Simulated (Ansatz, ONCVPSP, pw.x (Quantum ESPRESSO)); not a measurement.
## What a changed setting does to a pw.x run (fcc Zr)

Potential: optimised norm-conserving Vanderbilt (ONCV), ONCVPSP 4.0.1.1 (patched build), PBE; core [Kr], reference 4d2 5s2; waves: 5s: rc 3.56 bohr, ncon 4, nbas 7, qcut 2 1/bohr, 2 projectors, debl 3.1 Ha; p scattering state at 0.09 Ha: rc 3.72 bohr, ncon 3, nbas 6, qcut 2.1 1/bohr, 2 projectors, debl 1.3 Ha; 4d: rc 2.02 bohr, ncon 4, nbas 6, qcut 4.4 1/bohr, 3 projectors, debl 2.4 Ha; local part: polynomial inside 1.92 bohr (lpopt 5, dvloc0 4 Ha); core correction: none. In the p channel the program set the typed energies aside and used 0.050, 1.350 Ha.

The reference run (k-mesh 13³, cutoffs 70/280 Ry, Fermi–Dirac 0.01 Ry, mixing_beta 0.4, conv_thr 1e-9, no spin) gives 1.28 GPa at 23.229 Å³/atom, where all-electron LAPW gives 0.31 GPa. This run, with its own iteration cap, changes smearing to mv.

```
&control
  calculation='scf', prefix='x', pseudo_dir='./', outdir='./tmp', tstress=.true., disk_io='none'
/
&system
  ibrav=0, nat=1, ntyp=1, ecutwfc=70, ecutrho=280, nbnd=9,
  occupations='smearing', smearing='mv', degauss=0.01
/
&electrons
  conv_thr=1e-09, mixing_beta=0.4, electron_maxstep=50
/
ATOMIC_SPECIES
Zr 1.0 Zr.UPF
CELL_PARAMETERS angstrom
  0.00000000 2.26464521 2.26464521
  2.26464521 0.00000000 2.26464521
  2.26464521 2.26464521 0.00000000
ATOMIC_POSITIONS crystal
Zr 0.0000 0.0000 0.0000
K_POINTS automatic
13 13 13 0 0 0
```

```bash
pw.x < Zr.scf.in > Zr.scf.out
```

Problem. How does the run end?

Solution. It converges in 8 iterations; the free energy moves by +48.6 meV/atom and the pressure by -0.30 GPa. This scheme is built to cancel the term in the square of the width that Fermi–Dirac smearing leaves in the F of a metal.

```
Message from routine setup:
     using ibrav=0 with symmetry is DISCOURAGED, use correct ibrav instead
     lattice parameter (alat)  =       6.0522  a.u.
     unit-cell volume          =     156.7571 (a.u.)^3
     number of electrons       =         4.00
     number of Kohn-Sham states=            9
     kinetic-energy cutoff     =      70.0000  Ry
     charge density cutoff     =     280.0000  Ry
     scf convergence threshold =      1.0E-09
     Exchange-correlation= PBE
     number of k points=    84  Marzari-Vanderbilt smearing, width (Ry)=  0.0100
     iteration #  1     ecut=    70.00 Ry     beta= 0.40
     total energy              =      -6.05265195 Ry
     estimated scf accuracy    <       0.01008831 Ry
     iteration #  2     ecut=    70.00 Ry     beta= 0.40
     total energy              =      -6.05223891 Ry
     estimated scf accuracy    <       0.00249734 Ry
     iteration #  3     ecut=    70.00 Ry     beta= 0.40
     total energy              =      -6.05258137 Ry
     estimated scf accuracy    <       0.00005932 Ry
     iteration #  4     ecut=    70.00 Ry     beta= 0.40
     total energy              =      -6.05260210 Ry
     estimated scf accuracy    <       0.00001244 Ry
     iteration #  5     ecut=    70.00 Ry     beta= 0.40
     total energy              =      -6.05260483 Ry
     estimated scf accuracy    <       0.00000155 Ry
     iteration #  6     ecut=    70.00 Ry     beta= 0.40
     total energy              =      -6.05260519 Ry
     estimated scf accuracy    <       0.00000005 Ry
     iteration #  7     ecut=    70.00 Ry     beta= 0.40
     total energy              =      -6.05260522 Ry
     estimated scf accuracy    <       0.00000002 Ry
     iteration #  8     ecut=    70.00 Ry     beta= 0.40
     the Fermi energy is     8.1176 ev
!    total energy              =      -6.05260522 Ry
     estimated scf accuracy    <          5.2E-11 Ry
     smearing contrib. (-TS)   =      -0.00013547 Ry
     The total energy is F=E-TS. E is the sum of the following terms:
     one-electron contribution =       4.60961673 Ry
     hartree contribution      =       0.03011267 Ry
     xc contribution           =      -2.12148082 Ry
     ewald contribution        =      -8.57071832 Ry
     convergence has been achieved in   8 iterations
          total   stress  (Ry/bohr**3)                   (kbar)     P=        9.72
     Message from routine punch:
     Nothing written, as per user request (disk_io='none')
```

The run took about 33 s on one core of a shared host (Neoverse-N1, 64 threads, 124 GiB, load 51).
